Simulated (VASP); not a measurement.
# NbC2 (I4/mmm) in VASP: relaxation of cell and atoms with PBE

Aim: the relaxation of cell and atoms of NbC2 with PBE.

Program: VASP 6.6.1. These are calculated values, not measurements. Logs are shortened: lines on timing, memory, paths and dates and some standing lists are left out, and cuts for length are marked.

### 1 The structure

The structure is tetragonal, space group I4/mmm (No. 139). Conventional cell: a = 3.450 Å, b = 3.450 Å, c = 6.700 Å, α = 90.00°, β = 90.00°, γ = 90.00°. Nb (site symmetry 4/mmm) has 10 C at 2.53 to 2.68 Å as nearest neighbours. C (site symmetry 4mm) is surrounded by 1 C at 1.34 Å.

The cell was built by a generator and needn't be a form met in nature.

### 2 Relaxation of cell and atoms, PBE

Contents of INCAR:

```
ALGO     = Fast           # electronic algorithm
EDIFF    = 1E-4           # SCF threshold, eV
EDIFFG   = -0.08          # ionic threshold
ENCUT    = 520            # plane-wave cutoff, eV
GGA      = PE             # functional
IBRION   = 2              # ionic algorithm
ISIF     = 3              # what is computed and relaxed
ISMEAR   = 0              # smearing method
LASPH    = True           # aspherical terms in the spheres
LCHARG   = False          # write CHGCAR
LREAL    = False          # projectors in reciprocal space
LWAVE    = False          # write WAVECAR
NELM     = 60             # most SCF steps
NSW      = 24             # ionic steps
PREC     = Normal         # precision mode
SIGMA    = 0.15           # smearing width, eV
```

Contents of KPOINTS:

```
k-points
0
Gamma
  8 8 8
```

Contents of POSCAR:

```
NbC2
1.0
   -1.7250000000      1.7250000000      3.3500000000
    1.7250000000     -1.7250000000      3.3500000000
    1.7250000000      1.7250000000     -3.3500000000
Nb C
1 2
Direct
    0.0000000000      0.0000000000      0.0000000000
    0.4000000000      0.4000000000      0.0000000000
    0.6000000000      0.6000000000      0.0000000000
```

Potentials or basis: VASP PAW PBE potentials, release 64 (Nb_sv, C).

Run with:

```bash
$ cat potpaw_PBE.64/Nb_sv/POTCAR potpaw_PBE.64/C/POTCAR > POTCAR
$ mpirun -np 1 vasp_std > vasp.out
```

OUTCAR:

```text
EDIFF = 1E-4
   EDIFFG = -0.08
   ENCUT = 520
   GGA = PE
   IBRION = 2
   ISIF = 3
   ISMEAR = 0
   LASPH = True
   LREAL = False
   NELM = 60
   NSW = 24
   PREC = Normal

 ion  position               nearest neighbor table
   1  0.000  0.000  0.000-   3 2.53   3 2.53   3 2.53   2 2.53   2 2.53   2 2.53   3 2.53   2 2.53

   2  0.400  0.400  0.000-   3 1.34   1 2.53   1 2.53   1 2.53   1 2.53
   3  0.600  0.600  0.000-   2 1.34   1 2.53   1 2.53   1 2.53   1 2.53

  LATTYP: Found a body centered tetragonal cell.
 ALAT       =     3.4500000000
 C/A-ratio  =     1.9420289855

  Lattice vectors:

 A1 = (  -1.7250000000,   1.7250000000,   3.3500000000)
 A2 = (   1.7250000000,  -1.7250000000,   3.3500000000)
 A3 = (   1.7250000000,   1.7250000000,  -3.3500000000)

Analysis of symmetry for initial positions (statically):
=====================================================================
 Subroutine PRICEL returns:
 Original cell was already a primitive cell.

 Routine SETGRP: Setting up the symmetry group for a
 body centered tetragonal supercell.

 Subroutine GETGRP returns: Found 16 space group operations
 (whereof 16 operations were pure point group operations)
 out of a pool of 16 trial point group operations.

The static configuration has the point symmetry D_4h.

Analysis of symmetry for dynamics (positions and initial velocities):
=====================================================================
 Subroutine PRICEL returns:
 Original cell was already a primitive cell.

 Routine SETGRP: Setting up the symmetry group for a
 body centered tetragonal supercell.

 Subroutine GETGRP returns: Found 16 space group operations
 (whereof 16 operations were pure point group operations)
 out of a pool of 16 trial point group operations.

The dynamic configuration has the point symmetry D_4h.

 Subroutine INISYM returns: Found 16 space group operations
 (whereof 16 operations are pure point group operations),
 and found     1 'primitive' translations

----------------------------------------------------------------------------------------

                                     Primitive cell

  volume of cell :      39.8734

  direct lattice vectors                    reciprocal lattice vectors
    -1.725000000  1.725000000  3.350000000     0.000000000  0.289855072  0.149253731
     1.725000000 -1.725000000  3.350000000     0.289855072  0.000000000  0.149253731
     1.725000000  1.725000000 -3.350000000     0.289855072  0.289855072  0.000000000

  length of vectors
     4.144122344  4.144122344  4.144122344     0.326025519  0.326025519  0.409916975

  position of ions in fractional coordinates (direct lattice)
     0.000000000  0.000000000  0.000000000
     0.400000000  0.400000000  0.000000000
     0.600000000  0.600000000  0.000000000

  ion indices of the primitive-cell ions
   primitive index   ion index
                 1           1
                 2           2
                 3           3

----------------------------------------------------------------------------------------

 KPOINTS: k-points

Automatic generation of k-mesh.
 Grid dimensions read from file:
 generate k-points for:    8    8    8

 Generating k-lattice:

  Cartesian coordinates                     Fractional coordinates (reciprocal lattice)
     0.000000000  0.036231884  0.018656716     0.125000000  0.000000000  0.000000000
     0.036231884  0.000000000  0.018656716     0.000000000  0.125000000  0.000000000
     0.036231884  0.036231884  0.000000000     0.000000000  0.000000000  0.125000000

  Length of vectors
     0.040753190  0.040753190  0.051239622

  Shift w.r.t. Gamma in fractional coordinates (k-lattice)
     0.000000000  0.000000000  0.000000000

 Subroutine IBZKPT returns following result:
 ===========================================

 Found     59 irreducible k-points:

 Following reciprocal coordinates:
            Coordinates               Weight
  0.000000  0.000000  0.000000      1.000000
  0.125000  0.000000  0.000000      8.000000
  0.250000  0.000000  0.000000      8.000000
  0.375000  0.000000  0.000000      8.000000
  0.500000  0.000000  0.000000      4.000000
  0.125000  0.125000  0.000000      8.000000
[... 16 lines left out ...]
  0.250000  0.125000  0.125000     16.000000
  0.375000  0.125000  0.125000      8.000000
 [... further k-points ...]
   k-points           NKPTS =     59   k-points in BZ     NKDIM =     59   number of bands    NBANDS=     14
   number of dos      NEDOS =    301   number of ions     NIONS =      3
   total plane-waves  NPLWV =  13824
   dimension x,y,z NGX =    24 NGY =   24 NGZ =   24
   dimension x,y,z NGXF=    48 NGYF=   48 NGZF=   48
   ions per type =               1   2
   NGX,Y,Z   is equivalent  to a cutoff of   9.63,  9.63,  9.63 a.u.
   NGXF,Y,Z  is equivalent  to a cutoff of  19.26, 19.26, 19.26 a.u.
 SYSTEM =  unknown system
   PREC   = normal    normal or accurate (medium, high low for compatibility)
   ISTART =      0    job   : 0-new  1-cont  2-samecut
   ICHARG =      2    charge: 1-file 2-atom 10-const
   ISPIN  =      1    spin polarized calculation?
   LNONCOLLINEAR =      F non collinear calculations
   LSORBIT =      F    spin-orbit coupling
   LASPH  =      T    aspherical Exc in radial PAW
   ENCUT  =  520.0 eV  38.22 Ry    6.18 a.u.   7.71  7.71  7.71*2*pi/ulx,y,z
   NELM   =     60;   NELMIN=  2; NELMDL= -5     # of ELM steps
   EDIFF  = 0.1E-03   stopping-criterion for ELM
   LREAL  =      F    real-space projection
   EDIFFG = -.8E-01   stopping-criterion for IOM
   NSW    =     24    number of steps for IOM
   IBRION =      2    ionic relax: 0-MD 1-quasi-New 2-CG
   NFREE  =      1    steps in history (QN), initial steepest desc. (CG)
   ISIF   =      3    stress and relaxation
   ISYM   =      2    0-nonsym 1-usesym 2-fastsym
   POTIM  = 0.5000    time-step for ionic-motion
   TEBEG  =    0.0;   TEEND  =   0.0 temperature during run
   PSTRESS=    0.0 pullay stress
   NELECT =      21.0000    total number of electrons
   NUPDOWN=      -1.0000    fix difference up-down
   EMIN   =  10.00;   EMAX   =-10.00  energy-range for DOS
   EFERMI =   0.00;   METHOD = LEGACY
   ISMEAR =     0;   SIGMA  =   0.15  broadening in eV -4-tet -1-fermi 0-gaus
   EFERMI_NEDOS =   21; number of points for ismear=-14 and -15
   IALGO  =     68    algorithm
   IMIX   =      4    mixing-type and parameters
     AMIX     =   0.40;   BMIX     =  1.00
     AMIX_MAG =   1.60;   BMIX_MAG =  1.00
  volume/ion in A,a.u.               =      13.29        89.69
  Fermi-wavevector in a.u.,A,eV,Ry     =   1.322067  2.498345 23.781109  1.747862
  Thomas-Fermi vector in A             =   2.451775
   LORBIT       =      0    0 simple, 1 ext, 2 COOP (PROOUT), +10 PAW based schemes
   GGA     = PE    functional components
   LHFCALC =     F    Hartree Fock is set to
   AEXX    =    0.0000 exact exchange contribution
   IVDW    =     0    specifies the selected vdW correction
   LEPSILON=     F    determine dielectric tensor
   LRPA    =     F    only Hartree local field effects (RPA)
 conjugate gradient relaxation of ions
 non-spin polarized calculation
 RMM-DIIS sequential band-by-band and
 Gauss-broadening in eV      SIGMA  =   0.15
  energy-cutoff  :      520.00
  volume of cell :       39.87
 maximum number of plane-waves:      1093
   NGX = 15   NGY = 15   NGZ = 15

--------------------------------------- Ionic step        1  -------------------------------------------

 number of electron      20.9999997 magnetization

 Free energy of the ion-electron system (eV)
  ---------------------------------------------------
  ext. energy  EPLUGINS =         0.00000000
  ---------------------------------------------------
  free energy    TOTEN  =       -25.84106248 eV

  energy without entropy =      -25.82241324  energy(sigma->0) =      -25.83173786

 E-fermi :   7.4360     XC(G=0): -11.2326

 val. band max:        7.4359019791   @ k =  -0.3750   0.3750   0.1250
 cond. band min:       7.4416276561   @ k =  -0.3750  -0.3750   0.2500
 fundamental gap:      0.0057256771
 Fermi energy:         7.4359718584

 k-point     1 :       0.0000    0.0000    0.0000
  band No.  band energies     occupation
      1     -48.8026      2.00000
      2     -24.7669      2.00000
      3     -24.7669      2.00000
      4     -24.6450      2.00000
      5      -8.4389      2.00000
      6       1.4717      2.00000
      7       2.5632      2.00000
      8       4.2811      2.00000
      9       4.2811      2.00000
     10       5.3460      2.00000
     11       6.0937      2.00000
     12       6.0937      2.00000
     13       7.7241      0.00660
     14       8.2862      0.00000
[... 375 lines left out ...]
 k-point    24 :       0.3750    0.1250    0.1250
  band No.  band energies     occupation
      1     -48.7853      2.00000
      2     -24.9326      2.00000
      3     -24.8320      2.00000
      4     -24.6472      2.00000
      5      -7.6904      2.00000
      6       0.3509      2.00000
      7       1.8903      2.00000
      8       2.1696      2.00000
      9       4.2154      2.00000
     10       6.3697      2.00000
     11       6.5372      2.00000
     12       9.0553      0.00000
     13       9.2499      0.00000
     14      10.4124      0.00000

 [... further k-points ...]

------------------------ aborting loop because EDIFF is reached ----------------------------------------

  FORCE on cell =-STRESS in cart. coord.  units (eV):
  Direction    XX          YY          ZZ          XY          YZ          ZX
  --------------------------------------------------------------------------------------
  -------------------------------------------------------------------------------------
  Total       -7.3162194     -7.3162194     -7.9230028      0.0000000      0.0000000     -0.0000000
  in kB     -293.9776447   -293.9776447   -318.3591933      0.0000000      0.0000000     -0.0000000
  external PRESSURE =    -302.1048276 kB  Pullay stress =       0.0000000 kB
[... 92 lines left out ...]
  FREE ENERGIE OF THE ION-ELECTRON SYSTEM (eV)
  ---------------------------------------------------
  free  energy   TOTEN  =       -27.0283530934 eV

  energy  without entropy=      -27.0146062756  energy(sigma->0) =      -27.02147968

[... ionic steps 4 to 10 ...]

--------------------------------------- Ionic step       11  -------------------------------------------

 number of electron      21.0000004 magnetization

------------------------ aborting loop because EDIFF is reached ----------------------------------------

  FORCE on cell =-STRESS in cart. coord.  units (eV):
  Direction    XX          YY          ZZ          XY          YZ          ZX
  --------------------------------------------------------------------------------------
  -------------------------------------------------------------------------------------
  Total       -0.1755351     -0.1755351     -0.2939544      0.0000000      0.0000000      0.0000000
  in kB       -9.2770241     -9.2770241    -15.5354793      0.0000000      0.0000000      0.0000000
  external PRESSURE =     -11.3631758 kB  Pullay stress =       0.0000000 kB
[... 59 lines left out ...]
  energy  without entropy=      -27.2525489451  energy(sigma->0) =      -27.26121037

--------------------------------------- Ionic step       13  -------------------------------------------

 number of electron      21.0000003 magnetization

 Free energy of the ion-electron system (eV)
  ---------------------------------------------------
  ext. energy  EPLUGINS =         0.00000000
  ---------------------------------------------------
  free energy    TOTEN  =       -27.27028200 eV

  energy without entropy =      -27.25309816  energy(sigma->0) =      -27.26169008

 E-fermi :  10.9919     XC(G=0): -12.7160

 val. band max:       10.9689033269   @ k =  -0.2500   0.5000   0.1250
 cond. band min:      11.0015241292   @ k =  -0.2500   0.1250   0.0000
 fundamental gap:      0.0326208023
 Fermi energy:        10.9918756737

 k-point     1 :       0.0000    0.0000    0.0000
  band No.  band energies     occupation
      1     -44.8878      2.00000
      2     -20.8632      2.00000
      3     -20.8632      2.00000
      4     -20.7258      2.00000
      5      -6.0105      2.00000
      6       3.2480      2.00000
      7       6.1971      2.00000
      8       8.0062      2.00000
      9       8.0062      2.00000
     10       8.2622      2.00000
     11       8.2622      2.00000
     12       8.3400      2.00000
     13      11.4930      0.00000
     14      12.9657      0.00000
[... 375 lines left out ...]
 k-point    24 :       0.3750    0.1250    0.1250
  band No.  band energies     occupation
      1     -44.8319      2.00000
      2     -21.2754      2.00000
      3     -21.0257      2.00000
      4     -20.7764      2.00000
      5      -4.6904      2.00000
      6       2.1379      2.00000
      7       4.7586      2.00000
      8       4.7992      2.00000
      9       7.1749      2.00000
     10       9.4669      2.00000
     11       9.6151      2.00000
     12      13.3149      0.00000
     13      14.0237      0.00000
     14      15.3837      0.00000

 [... further k-points ...]

------------------------ aborting loop because EDIFF is reached ----------------------------------------

  FORCE on cell =-STRESS in cart. coord.  units (eV):
  Direction    XX          YY          ZZ          XY          YZ          ZX
  --------------------------------------------------------------------------------------
  -------------------------------------------------------------------------------------
  Total       -0.0789232     -0.0789232     -0.0541810      0.0000000     -0.0000000      0.0000000
  in kB       -4.1934277     -4.1934277     -2.8787995      0.0000000     -0.0000000      0.0000000
  external PRESSURE =      -3.7552183 kB  Pullay stress =       0.0000000 kB
[... 18 lines left out ...]
  FREE ENERGIE OF THE ION-ELECTRON SYSTEM (eV)
  ---------------------------------------------------
  free  energy   TOTEN  =       -27.2702820037 eV

  energy  without entropy=      -27.2530981614  energy(sigma->0) =      -27.26169008

 reached required accuracy - stopping structural energy minimisation
```

Run time: 76 s. Hardware: 1 thread of Intel Xeon 6975P-C (Granite Rapids), shared host; peak memory 0.17 GiB.

What came out:

| Item | Value |
| --- | --- |
| Free energy | -27.2703 eV |
| Relaxed volume | 10.05 Å³/atom |
| Relaxed cell | a = 3.713 Å, b = 3.713 Å, c = 3.713 Å, α = 128.93°, β = 128.93°, γ = 75.12° |
| Space group after relaxing (to 0.05 Å) | I4/mmm (No. 139) |
| Energy gained by relaxing | 476.4 meV/atom |
| Ionic steps | 13 |
| Pressure after relaxing | -0.4 GPa |
| Largest force after relaxing | 0.041 eV/Å |
| Band gap on the k mesh | none (metal or under the smearing width) |

Forces on the atoms (eV/Å):
```
Nb   0.000  0.000  0.000
C    0.000  0.000  0.041
C    0.000  0.000 -0.041
```

The path:
```tsv
step	energy change (eV)	largest force (eV/Å)	pressure (GPa)	volume (Å³)
1	0.0000	1.2368	-30.21	39.87
2	-0.8984	5.5525	44.13	27.09
3	-1.1873	4.4209	6.13	30.51
4	-0.0758	5.8357	25.68	26.25
5	-1.3665	0.7767	5.88	29.39
6	-1.3681	0.2576	6.07	29.23
7	-1.3685	0.3793	6.33	29.27
8	-1.4137	0.3687	-4.51	30.54
9	-1.4145	0.3027	-3.99	30.41
10	-1.4140	1.0529	1.90	30.22
11	-1.4266	0.3004	-1.14	30.32
12	-1.4288	0.1643	-0.26	30.10
13	-1.4292	0.0412	-0.38	30.15
```

Final structure:
```yaml
crystal:
  lattice:
    - [-1.60039, 1.60039, 2.94331]
    - [1.60039, -1.60039, 2.94331]
    - [1.60039, 1.60039, -2.94331]
  atoms:
    - { symbol: Nb, position: [0.00000, 0.00000, 0.00000] }
    - { symbol: C, position: [0.38416, 0.38416, 0.00000] }
    - { symbol: C, position: [0.61584, 0.61584, 0.00000] }
```

Levels at points of the mesh, in eV from the Fermi level:
```
           k point  band 6  band 7  band 8  band 9  band 10  band 11  band 12  band 13  band 14
(0.00, 0.00, 0.00)   -7.74   -4.79   -2.99   -2.99    -2.73    -2.73    -2.65     0.50     1.97
(0.50, 0.00, 0.00)   -9.63   -6.97   -6.29   -4.36     0.61     0.94     1.64     1.97     2.42
(0.50, 0.50, 0.00)   -6.37   -6.32   -5.65   -5.10    -4.16    -0.64     2.69     2.79     4.48
(0.50, 0.50, 0.50)   -9.37   -4.21   -4.21   -3.55    -2.98     0.89     1.09     1.09     4.64
```

Caveat: the volume moved by over 15 % at a fixed basis, so the end points are rough; the relaxation stopped at a loose force limit of 0.08 eV/Å, so its end isn't a converged minimum.
